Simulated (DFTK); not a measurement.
Al:

```
Al
1.0
     0.00000    2.02481    2.02481
     2.02481    0.00000    2.02481
     2.02481    2.02481    0.00000
Al
1
Direct
  0.00000 0.00000 0.00000
```

```yaml
Program: DFTK 0.8.2
Task: single point
Functional: PBE
Potentials_or_basis: dojo.nc.sr.pbe.v0_4_1.standard.upf (PBE)
Cutoff: 707 eV
k_mesh: 11 × 11 × 11
Occupations: fermi-dirac, width 0.05 eV
Spin: no spin polarisation
```

On this cell: pressure -0.7 GPa; band gap on the k mesh none (metal or under the smearing width).

The same run follows on a disturbed copy (cell strained at random at fixed volume):

```
Al
1.0
     0.04789    1.96914    2.02685
     2.04326   -0.00835    2.08310
     2.04058    2.02271   -0.00568
Al
1
Direct
  0.00598 0.98688 0.02117
```

What changes?

The energy (extrapolated to zero smearing) moves by +4.7 meV/atom; pressure -0.5 GPa; band gap on the k mesh none (metal or under the smearing width).

Stress tensor (GPa, compression positive):
```
 0.41 -0.73 -1.16
-0.73  0.31  1.53
-1.16  1.53 -2.15
```
